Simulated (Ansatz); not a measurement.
# Pt: the cost of one run

Program: Ansatz 0.2.0. Level of theory: DFT PBE, scalar-relativistic, plane waves, PAW. These are calculated values, not measurements.

## (1) The structure to begin with

The structure is trigonal, space group P-3m1 (No. 164). The conventional cell has a = 2.775 Å, b = 2.775 Å, c = 24.062 Å, α = 90.00°, β = 90.00°, γ = 120.00°. Around Pt (site symmetry 3m) lie 9 Pt at 2.77 Å. Pt (site symmetry 3m) is surrounded by 12 Pt at 2.77 Å. Pt (site symmetry -3m) has 12 Pt at 2.77 Å as nearest neighbours.

Structure file:

```xyz
5
Lattice="2.7747 0.0000 0.0000 1.3873 2.4029 0.0000 0.0000 0.0000 24.0621" Properties=species:S:1:pos:R:3 pbc="T T T"
Pt    0.0000    0.0000    7.5000
Pt    1.3873    0.8010    9.7655
Pt    2.7747    1.6020   12.0310
Pt    0.0000    0.0000   14.2966
Pt    1.3873    0.8010   16.5621
```

## (2) Relaxing the atoms: Pt5 slab, no spin

input.yaml

```yaml
crystal:
  lattice:
    - [2.7746870094, 0.0, 0.0]
    - [1.3873435047, 2.4029494377, 0.0]
    - [0.0, 0.0, 24.0620898252]
  atoms:
    - { symbol: Pt, position: [0.0, 0.0, 0.3116936249] }
    - { symbol: Pt, position: [0.3333333333, 0.3333333333, 0.4058468124] }
    - { symbol: Pt, position: [0.6666666667, 0.6666666667, 0.5] }
    - { symbol: Pt, position: [0.0, 0.0, 0.5941531876] }
    - { symbol: Pt, position: [0.3333333333, 0.3333333333, 0.6883063751] }
scf:
  occupations: { method: gaussian, width: 0.1 }
output:
  forces: true
  stress: false
  efg: {}
  write_density: true
  write_potential: true
  elf: true
  volumetric_format: npy
hamiltonian:
  xc: pbe
efield:
  axis: 3
  dipole_correction: true
kpoints:
  mp_grid: { grid: [16, 16, 1] }
relax:
  f_tol: 0.01
```

On the command line:

```console
$ ansatz run input.yaml --threads 8 --pin off --max-ram 20480MiB --backend cpu --events-out ev --progress --plain --runs-dir out
```

**Question.** How long does this run take on 8 threads of Arm Neoverse V1, shared host, and how much memory does it need?

About 17 s, with a peak of 0.83 GiB.
